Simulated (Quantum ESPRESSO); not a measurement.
The system is CdS (Hawleyite).

```
CELL_PARAMETERS angstrom
0.00000 2.91650 2.91650
2.91650 0.00000 2.91650
2.91650 2.91650 0.00000
ATOMIC_POSITIONS crystal
Cd 0.00000 0.00000 0.00000
S 0.75000 0.75000 0.75000
```

- Program: Quantum ESPRESSO 7.5
- Task: phonons
- Functional: PBE
- Potentials or basis: GBRV 1.5 PBE
- Cutoff: 612 eV
- Density cutoff: 4898 eV
- k mesh: 4 × 4 × 4, shifted
- Occupations: fermi-dirac, width 0.05 eV
- Spin: no spin polarisation
- Mixing beta: 0.5
- Most SCF iterations: 120
- SCF threshold: 4e-10 Ry

The cell and the atoms were relaxed first, to 26.16 Å³/atom (a = 4.198 Å, b = 4.198 Å, c = 4.198 Å, α = 60.00°, β = 60.00°, γ = 60.00°), and the response was taken there.

The first run showed a gap, so the response started from a second, tighter run with fixed occupations.

Q: How polar is the lattice: what are the Born charges, the two dielectric constants and the LO-TO splitting?

A: Born charges ±2.25 e; dielectric constants 6.26 (electrons alone) and 10.35 (static); transverse and longitudinal modes at 216 and 278 cm⁻¹.

Caveat: the mesh is thin for the dielectric tensor, Born charges and intensities, which usually come out too large.
